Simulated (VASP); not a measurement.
TePb, 2 atoms in the cell. Symmetry: Fm-3m, No. 225, cubic system. Conventional cell: a = 6.462 Å, b = 6.462 Å, c = 6.462 Å, α = 90.00°, β = 90.00°, γ = 90.00°. Around Pb (site symmetry m-3m) lie 6 Te at 3.23 Å. Te (site symmetry m-3m) is surrounded by 6 Pb at 3.23 Å. 

| Quantity | Value |
| --- | --- |
| Program | VASP 6.6.1 |
| Task | single point |
| Functional | LDA |
| Potentials or basis | VASP PAW LDA potentials, release 64 (Pb_d, Te) |
| Cutoff | 520 eV |
| k mesh | 7 × 7 × 7 |
| Occupations | gaussian, width 0.05 eV |
| Spin | no spin polarisation |
| Further INCAR settings | ALGO = Normal; EDIFF = 1.00e-07 |

Potentials or basis: VASP PAW LDA potentials, release 64 (Pb_d, Te).

The run is started by

```bash
$ python run.py
```

Hardware: 1 thread of Intel(R) Xeon(R) 6975P-C (Granite Rapids) (shared host).

Problem. How long does it take, and how much memory?

Solution. Wall time 16 s on 1 thread of Intel(R) Xeon(R) 6975P-C (Granite Rapids) (shared host), peak memory 0.17 GiB. Counts: scf iterations 13, k points 20.
